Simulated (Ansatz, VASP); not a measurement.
Two plane-wave programs on HfN

```
CELL_PARAMETERS angstrom
0.00000 2.23409 2.23409
2.23409 0.00000 2.23409
2.23409 2.23409 0.00000
ATOMIC_POSITIONS crystal
Hf 0.00000 0.00000 0.00000
N 0.50000 0.50000 0.50000
```

Alike in both runs: functional LDA; k mesh 22 × 22 × 22; occupations gaussian, width 0.1 eV; no spin polarisation.

Ansatz relaxed the structure, and its values are those at the end. VASP's run is a single point on that final structure, the one shown.

|  | VASP | Ansatz |
| --- | --- | --- |
| version | VASP 6.6.1 | Ansatz 0.2.0 |
| potentials or method | VASP PAW LDA potentials, release 64 (Hf_pv, N) | scalar-relativistic, plane waves, PAW |
| plane-wave cutoff (eV) | 520 | 420 |
| valence electrons in the cell | 15 | 31 |

|  | VASP | Ansatz | Ansatz less VASP |
| --- | --- | --- | --- |
| gap on the k mesh at the Fermi level (eV) | none | none | - |
| pressure (GPa) | -1.3 | 0.0 | +1.26 |

A gap of «none» marks a metal or a gap that the smearing closes. The two sets of potentials don't hold the same shells in valence. Ansatz warned: «pseudo_functional_mismatch».

The runs have no spin-orbit coupling, so splittings on Hf are missing.
